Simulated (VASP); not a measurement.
Input of a VASP 6.6.1 run:

Contents of POSCAR:

```
Ag
1.0
    0.0000000000      2.0427500000      2.0427500000
    2.0427500000      0.0000000000      2.0427500000
    2.0427500000      2.0427500000      0.0000000000
Ag
1
Direct
    0.0000000000      0.0000000000      0.0000000000
```

Contents of INCAR.step1:

```
  PREC = Accurate
  ENCUT = 520
  EDIFF = 1E-5
  ISMEAR = -1
  SIGMA = 0.05
  LREAL = F
  LASPH = T
  NELM = 100
  ALGO = Normal
  ISIF = 2
  LWAVE = T
  LCHARG = F
  LMAXMIX = 4
  NBANDS = 12
  GGA = PE
```

Contents of INCAR.step2:

```
  PREC = Accurate
  ENCUT = 520
  EDIFF = 1E-6
  ISMEAR = -1
  SIGMA = 0.05
  LREAL = F
  LASPH = T
  NELM = 100
  ALGO = Normal
  ISIF = 2
  LWAVE = F
  LCHARG = F
  LMAXMIX = 4
  METAGGA = R2SCAN
  LHFCALC = T
  AEXX = 0.5
  LMIXTAU = T
  PRECFOCK = Fast
  HFRCUT = -1
  NBANDS = 12
  ISTART = 1
```

The input KPOINTS:

```
Automatic mesh
0
Gamma
  6 6 6
```

KPOINTS_OPT

```
path GXWKGLUWLK,UX
12
line-mode
reciprocal
 0.0000000000  0.0000000000  0.0000000000  G
 0.5000000000  0.0000000000  0.5000000000  X

 0.5000000000  0.0000000000  0.5000000000  X
 0.5000000000  0.2500000000  0.7500000000  W

 0.5000000000  0.2500000000  0.7500000000  W
 0.3750000000  0.3750000000  0.7500000000  K

 0.3750000000  0.3750000000  0.7500000000  K
 0.0000000000  0.0000000000  0.0000000000  G

 0.0000000000  0.0000000000  0.0000000000  G
 0.5000000000  0.5000000000  0.5000000000  L

 0.5000000000  0.5000000000  0.5000000000  L
 0.6250000000  0.2500000000  0.6250000000  U

 0.6250000000  0.2500000000  0.6250000000  U
 0.5000000000  0.2500000000  0.7500000000  W

 0.5000000000  0.2500000000  0.7500000000  W
 0.5000000000  0.5000000000  0.5000000000  L

 0.5000000000  0.5000000000  0.5000000000  L
 0.3750000000  0.3750000000  0.7500000000  K

 0.6250000000  0.2500000000  0.6250000000  U
 0.5000000000  0.0000000000  0.5000000000  X
```

Potentials or basis: VASP PAW PBE potentials, release 64 (Ag).

Launch:

```bash
$ cat potpaw_PBE.64/Ag/POTCAR > POTCAR
$ cp INCAR.step1 INCAR
$ mpirun -np 1 vasp_std > vasp.out
$ cp INCAR.step2 INCAR
$ mpirun -np 1 vasp_std > vasp.out
```

Question: Estimate the pressure.

Answer: 3.8 GPa.

Question: Estimate the band gap along the path.

Answer: None (metal or under the smearing width).

Levels at the corners of the path, in eV from the Fermi level:
```
point  band 2  band 3  band 4  band 5  band 6  band 7  band 8  band 9
    Γ   -8.00   -8.00   -8.00   -6.88   -6.88   19.46   23.46   23.46
    X   -9.67   -5.97   -5.55   -5.55    3.70    9.72   14.00   14.00
    X   -9.67   -5.97   -5.55   -5.55    3.70    9.72   14.00   14.00
    W   -8.17   -8.17   -6.78   -5.57    8.61    8.61   10.33   10.85
    W   -8.17   -8.17   -6.78   -5.57    8.61    8.61   10.33   10.85
    K   -8.77   -6.96   -6.55   -5.91    6.71    8.00   10.09   16.34
    K   -8.77   -6.96   -6.55   -5.91    6.71    8.00   10.09   16.34
    Γ   -8.00   -8.00   -8.00   -6.88   -6.88   19.46   23.46   23.46
    Γ   -8.00   -8.00   -8.00   -6.88   -6.88   19.46   23.46   23.46
    L   -8.04   -8.04   -5.84   -5.84   -0.30    5.90   18.51   21.92
    L   -8.04   -8.04   -5.84   -5.84   -0.30    5.90   18.51   21.92
    U   -8.77   -6.96   -6.55   -5.91    6.71    8.00   10.09   16.34
    U   -8.77   -6.96   -6.55   -5.91    6.71    8.00   10.09   16.34
    W   -8.17   -8.17   -6.78   -5.57    8.61    8.61   10.33   10.85
    W   -8.17   -8.17   -6.78   -5.57    8.61    8.61   10.33   10.85
    L   -8.04   -8.04   -5.84   -5.84   -0.30    5.90   18.51   21.92
    L   -8.04   -8.04   -5.84   -5.84   -0.30    5.90   18.51   21.92
    K   -8.77   -6.96   -6.55   -5.91    6.71    8.00   10.09   16.34
    U   -8.77   -6.96   -6.55   -5.91    6.71    8.00   10.09   16.34
    X   -9.67   -5.97   -5.55   -5.55    3.70    9.72   14.00   14.00
```

Caveat: the k mesh is coarse (spacing up to 0.44 Å⁻¹), so the values aren't converged, least of all with exact exchange; the PAW data sets were made with another functional, which shifts forces and pressure a little.
